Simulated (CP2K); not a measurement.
Set up this calculation in CP2K 2026.2, as the native input.

```
Task                                    : single point
Functional                              : BLYP
Dispersion                              : D2
Potentials or basis                     : GTH_POTENTIALS Nb GTH-PBE-q13; TZVP-MOLOPT-PBE-GTH basis
Density cutoff                          : 6123 eV
k mesh                                  : 10 × 10 × 10
Occupations                             : fermi-dirac, width 0.05 eV
Spin                                    : no spin polarisation
SCF solver                              : diagonalisation with k points
Quickstep method                        : GPW
EPS_DEFAULT                             : 1.0E-9
EPS_SCF                                 : 1.0E-6
MAX_SCF                                 : 100
SCF_GUESS                               : ATOMIC
k points reduced by the point group     : yes
Mesh centred on Gamma                   : yes
CHOLESKY                                : OFF
EPS_EIGVAL                              : 1.0E-7
MIXING METHOD                           : BROYDEN_MIXING
MIXING ALPHA                            : 0.4
NBUFFER                                 : 8
NGRIDS                                  : 5
Basis sets                              : Nb TZVP-MOLOPT-PBE-GTH-q13
Potentials                              : Nb GTH-PBE-q13 of GTH_POTENTIALS
ADDED_MOS                               : [11]
REL_CUTOFF (Ry)                         : 60 Ry
MIXING BETA (1/bohr)                    : 1.5 1/bohr
CUTOFF of the grids                     : 450 Ry
Cutoff radius of the dispersion sum (A) : 20
```

The system is Nb.

```xyz
1
Lattice="2.7196 0.0000 0.0000 0.0000 2.7196 0.0000 0.0000 0.0000 2.7196" Properties=species:S:1:pos:R:3 pbc="T T T"
Nb    1.3598    1.3598    1.3598
```

The cell was built by a generator and needn't be a form met in nature.

These files were run (other wordings do the same):

nb_scf.inp

```
&GLOBAL
  PROJECT nb_scf
  RUN_TYPE ENERGY_FORCE
  PRINT_LEVEL LOW
&END GLOBAL
&FORCE_EVAL
  METHOD QS
  STRESS_TENSOR ANALYTICAL
  &DFT
    BASIS_SET_FILE_NAME BASIS_MOLOPT_UZH
    POTENTIAL_FILE_NAME GTH_POTENTIALS
    &MGRID
      CUTOFF 450
      REL_CUTOFF 60
      NGRIDS 5
    &END MGRID
    &QS
      METHOD GPW
      EPS_DEFAULT 1.0E-9
    &END QS
    &KPOINTS
      SCHEME MONKHORST-PACK 10 10 10
      GAMMA_CENTERED T
      SYMMETRY T
      SYMMETRY_BACKEND SPGLIB
    &END KPOINTS
    &SCF
      SCF_GUESS ATOMIC
      EPS_SCF 1.0E-6
      MAX_SCF 100
      ADDED_MOS 11
      CHOLESKY OFF
      EPS_EIGVAL 1.0E-7
      &DIAGONALIZATION ON
        ALGORITHM STANDARD
      &END DIAGONALIZATION
      &MIXING ON
        METHOD BROYDEN_MIXING
        ALPHA 0.4
        BETA 1.5
        NBUFFER 8
      &END MIXING
      &SMEAR ON
        METHOD FERMI_DIRAC
        ELECTRONIC_TEMPERATURE [K] 580.226
      &END SMEAR
    &END SCF
    &XC
      &XC_FUNCTIONAL
        &GGA_X_B88
        &END GGA_X_B88
        &GGA_C_LYP
        &END GGA_C_LYP
      &END XC_FUNCTIONAL
      &VDW_POTENTIAL
        POTENTIAL_TYPE PAIR_POTENTIAL
        &PAIR_POTENTIAL
          TYPE DFTD2
          REFERENCE_FUNCTIONAL BLYP
          R_CUTOFF 20
        &END PAIR_POTENTIAL
      &END VDW_POTENTIAL
    &END XC
    &PRINT
      &KPOINTS ON
      &END KPOINTS
      &MULLIKEN ON
      &END MULLIKEN
      &MO ON
        ENERGIES T
        OCCUPATION_NUMBERS T
        &EACH
          QS_SCF 0
        &END EACH
        ADD_LAST NUMERIC
      &END MO
    &END PRINT
  &END DFT
  &SUBSYS
    &CELL
      A 2.7196400000 0.0000000000 0.0000000000
      B 0.0000000000 2.7196400000 0.0000000000
      C 0.0000000000 0.0000000000 2.7196400000
      PERIODIC XYZ
    &END CELL
    &COORD
      SCALED
      Nb  0.5000000000 0.5000000000 0.5000000000
    &END COORD
    &KIND Nb
      BASIS_SET TZVP-MOLOPT-PBE-GTH-q13
      POTENTIAL GTH-PBE-q13
    &END KIND
    &PRINT
      &ATOMIC_COORDINATES ON
      &END ATOMIC_COORDINATES
      &CELL ON
      &END CELL
    &END PRINT
  &END SUBSYS
  &PRINT
    &FORCES ON
    &END FORCES
    &STRESS_TENSOR ON
    &END STRESS_TENSOR
  &END PRINT
&END FORCE_EVAL
```

Potentials or basis: GTH_POTENTIALS Nb GTH-PBE-q13; TZVP-MOLOPT-PBE-GTH basis.

Launch:

```bash
$ OMP_NUM_THREADS=1 cp2k.psmp -i nb_scf.inp -o nb_scf.out
```

It gave:

```json
{
  "Pressure": "-4.7 GPa",
  "Band gap on the k mesh": "none (metal or under the smearing width)"
}
```

Caveat: the potentials were made for another functional, which shifts forces and pressure; the basis of atomic orbitals isn't converged, which shifts pressures, moduli and gaps; pairwise dispersion overbinds metals, which lowers pressure and volume.

Run time: 54 s on 1 thread of Arm Neoverse V2 (shared host), peak memory 0.25 GiB.
